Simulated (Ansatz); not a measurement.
**TiSe under changes of volume**

One of the cells (17.058 Å³/atom); the others are scaled copies at fixed shape and fractional positions:

```
Se Ti
1.0
     3.55900    0.00000    0.00000
    -1.77950    3.08218    0.00000
     0.00000    0.00000    6.22000
Se Ti
2 2
Direct
  0.66667 0.33333 0.75000
  0.33333 0.66667 0.25000
  0.00000 0.00000 0.50000
  0.00000 0.00000 0.00000
```

- Program: Ansatz 0.2.0
- Functional: PBEsol
- Potentials or basis: Ansatz PAW
- Cutoff: 420 eV (not typed: the program's choice for these potentials)
- k mesh: 9 × 9 × 5
- Occupations: fermi-dirac, width 0.05 eV
- Spin: no spin polarisation

| volume (Å³/atom) | energy over the lowest point (meV/atom) | pressure (GPa) |
| --- | --- | --- |
| 16.034 | 21.29 | 7.9 |
| 16.375 | 8.01 | 4.7 |
| 16.716 | 1.13 | 1.9 |
| 17.058 | 0.00 | -0.6 |
| 17.399 | ? | ? |
| 17.740 | 12.63 | -5.0 |
| 18.081 | 25.37 | -6.8 |

What does the run at 17.399 Å³/atom give?

Energy over the lowest point 4.01 meV/atom; pressure -2.9 GPa.

Worked out: A Birch-Murnaghan fit of order 3 (a polynomial in V^(-2/3)) to the other rows has its minimum at 16.96 Å³/atom with B0 = V·E''(V) = 124 GPa and B' = 4.5 at fixed shape and positions, which overstates the stiffness. It gives 4.01 meV/atom at 17.399 Å³/atom, against the run's 4.01, and -dE/dV = -3.0 GPa, against -2.9.

Energies are extrapolated to zero smearing.

Caveats: the PAW data sets come from PBE, with cores solved anew for the run's functional, which leaves a small shift of forces and pressure.
